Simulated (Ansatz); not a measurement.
CoSi: band structure with PBE

Crystal: CoSi.

```
CELL_PARAMETERS angstrom
4.43800 0.00000 0.00000
0.00000 4.43800 0.00000
0.00000 0.00000 4.43800
ATOMIC_POSITIONS crystal
Co 0.86000 0.64000 0.36000
Co 0.64000 0.36000 0.86000
Co 0.36000 0.86000 0.64000
Co 0.14000 0.14000 0.14000
Si 0.15700 0.34300 0.65700
Si 0.34300 0.65700 0.15700
Si 0.65700 0.15700 0.34300
Si 0.84300 0.84300 0.84300
```

* Program: Ansatz 0.2.0
* Task: band structure
* Functional: PBE
* Potentials or basis: Ansatz PAW
* Cutoff: 420 eV (not typed: the program's choice for these potentials)
* k mesh: 6 × 6 × 6
* Occupations: fermi-dirac, width 0.05 eV
* Spin: collinear spin, ferromagnetic start
* Starting moments: [2.0, 2.0, 2.0, 2.0, 0.0, 0.0, 0.0, 0.0] μB
* Path: [["G", "X", "M", "G", "R", "X"], ["M", "R"]]
* Points for each segment of the path: 10

```yaml
Pressure: -0.3 GPa
Largest_force: 0.263 eV/Å
Band_gap_on_the_k_mesh: none (metal or under the smearing width)
Net_moment: 0.00 μB per cell
Absolute_moment: 0.00 μB per cell
```

Forces on the atoms (eV/Å):
```
Co  -0.152  0.152 -0.152
Co   0.152 -0.152 -0.152
Co  -0.152 -0.152  0.152
Co   0.152  0.152  0.152
Si   0.022 -0.022  0.022
Si  -0.022  0.022  0.022
Si   0.022  0.022 -0.022
Si  -0.022 -0.022 -0.022
```

Levels at the corners of the path, in eV from the Fermi level:
Spin up:
```csv
point,band 38,band 39,band 40,band 41,band 42,band 43,band 44,band 45,band 46,band 47
Γ,-0.95,-0.81,-0.81,-0.05,-0.05,-0.05,2.42,2.42,2.42,2.88
X,-1.08,-0.71,-0.71,-0.51,-0.51,0.95,0.95,1.42,1.42,4.24
M,-1.57,-1.05,-1.05,-0.07,-0.07,0.53,0.53,1.95,1.95,2.43
Γ,-0.95,-0.81,-0.81,-0.05,-0.05,-0.05,2.42,2.42,2.42,2.88
R,-1.26,-1.26,-1.26,-0.25,-0.25,-0.25,-0.25,5.27,5.27,5.27
X,-1.08,-0.71,-0.71,-0.51,-0.51,0.95,0.95,1.42,1.42,4.24
M,-1.57,-1.05,-1.05,-0.07,-0.07,0.53,0.53,1.95,1.95,2.43
R,-1.26,-1.26,-1.26,-0.25,-0.25,-0.25,-0.25,5.27,5.27,5.27
```
Spin down:
| point | band 39 | band 40 | band 41 | band 42 | band 43 | band 44 | band 45 | band 46 |
| --- | --- | --- | --- | --- | --- | --- | --- | --- |
| Γ | -0.81 | -0.81 | -0.05 | -0.05 | -0.05 | 2.42 | 2.42 | 2.42 |
| X | -0.71 | -0.71 | -0.51 | -0.51 | 0.95 | 0.95 | 1.42 | 1.42 |
| M | -1.05 | -1.05 | -0.07 | -0.07 | 0.53 | 0.53 | 1.95 | 1.95 |
| Γ | -0.81 | -0.81 | -0.05 | -0.05 | -0.05 | 2.42 | 2.42 | 2.42 |
| R | -1.26 | -1.26 | -0.25 | -0.25 | -0.25 | -0.25 | 5.27 | 5.27 |
| X | -0.71 | -0.71 | -0.51 | -0.51 | 0.95 | 0.95 | 1.42 | 1.42 |
| M | -1.05 | -1.05 | -0.07 | -0.07 | 0.53 | 0.53 | 1.95 | 1.95 |
| R | -1.26 | -1.26 | -0.25 | -0.25 | -0.25 | -0.25 | 5.27 | 5.27 |

Wall time 23 s on 4 threads of Intel(R) Xeon(R) Platinum 8259CL CPU @ 2.50GHz (Skylake/Cascade Lake), on a shared host, peak memory 0.71 GiB.

Caveat: the starting moments collapsed, and a magnetic state may lie lower; the starting moments weren't kept.
